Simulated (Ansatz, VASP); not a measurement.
One calculation of CuI (Marshite), two programs

```xyz
2
Lattice="2.8731 2.8731 0.0000 -2.8731 2.8731 0.0000 0.0000 2.8731 2.8731" Properties=species:S:1:pos:R:3 pbc="T T T"
Cu    1.4365    4.3096    1.4365
I     0.0000    0.0000    0.0000
```

Alike in both runs: functional LDA; k mesh 6 × 6 × 6; no spin polarisation.

Ansatz relaxed the structure, and its values are those at the end. VASP's run is a single point on that final structure, the one shown.

|  | VASP | Ansatz |
| --- | --- | --- |
| version | VASP 6.6.1 | Ansatz 0.2.0 |
| potentials or method | VASP PAW LDA potentials, release 64 (Cu, I) | PAW with Ansatz's default frozen-core files, scalar-relativistic |
| plane-wave cutoff (eV) | 520 | 420 |
| occupations | gaussian, width 0.01 eV | fixed |
| valence electrons in the cell | 18 | 36 |

VASP gave:

```
gap on the k mesh at the Fermi level (eV) : 1.48
pressure (GPa)                            : 4.1
```

**Question.** Which values does Ansatz return?

**Answer.** gap on the k mesh at the Fermi level (eV): 1.41; pressure (GPa): 4.0.

The two sets of potentials don't hold the same shells in valence.

Caveats: spin-orbit coupling is left out, which moves the levels of the heavy elements.
